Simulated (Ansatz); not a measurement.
Runs of Ansatz 0.2.0 on Pd. Symmetry: Im-3m, No. 229, cubic system. The conventional cell has a = 3.145 Å, b = 3.145 Å, c = 3.145 Å, α = 90.00°, β = 90.00°, γ = 90.00°. Around Pd (site symmetry m-3m) lie 8 Pd at 2.72 Å. This isn't the form of Pd at room conditions, which is fcc.

| task | level | cell | k mesh | atoms under strain | gap on the mesh (eV) | pressure (GPa) | relaxed volume (Å³/atom) |
| --- | --- | --- | --- | --- | --- | --- | --- |
| relaxation of cell and atoms | BLYP+D4 | relaxed | 12 × 12 × 12 | - | none | 0.0 | 15.51 |
| elastic constants | LDA | as given | 9 × 9 × 9 | clamped | none | -15.4 | - |
| relaxation of cell and atoms | BLYP+D3(BJ) | relaxed | 12 × 12 × 12 | - | none | 0.0 | (b) |
| relaxation of cell and atoms | revPBE+D4 | relaxed | 12 × 12 × 12 | - | none | 0.0 | 15.00 |
| phonons | LDA | as given | 9 × 9 × 9 | - | none | - | - |
| relaxation of cell and atoms | revPBE+D3(BJ) | relaxed | 12 × 12 × 12 | - | none | 0.0 | (a) |

Alike in all rows: potentials or basis Ansatz PAW; no spin polarisation; cutoff (eV) 420; smearing fermi-dirac 0.05 eV.

Problem. Estimate the missing entries.

Solution. (a) 14.54; (b) 14.91.

Caveats: the PAW data sets come from PBE, with cores solved anew for the run's functional, which leaves a small shift of forces and pressure; the plane-wave basis is chosen anew once the cell has moved, so the energies of steps on either side of that aren't comparable (some runs); pairwise dispersion overbinds metals, which lowers pressure and volume (some runs); the cell is more than 3 GPa from zero pressure, which shifts response properties (some runs); the elastic tensor has a negative eigenvalue, so either the cell is unstable as it stands or the mesh is too thin (some runs); so large a pressure means that the cell lies far from this level's equilibrium, or that cutoff or potentials fall short (some runs).

A k mesh can miss the band edges, and the runs leave out spin-orbit coupling on Pd.

A gap of «none» marks a metal or a gap under the smearing width.

Runs at the PBE level aren't shown here.
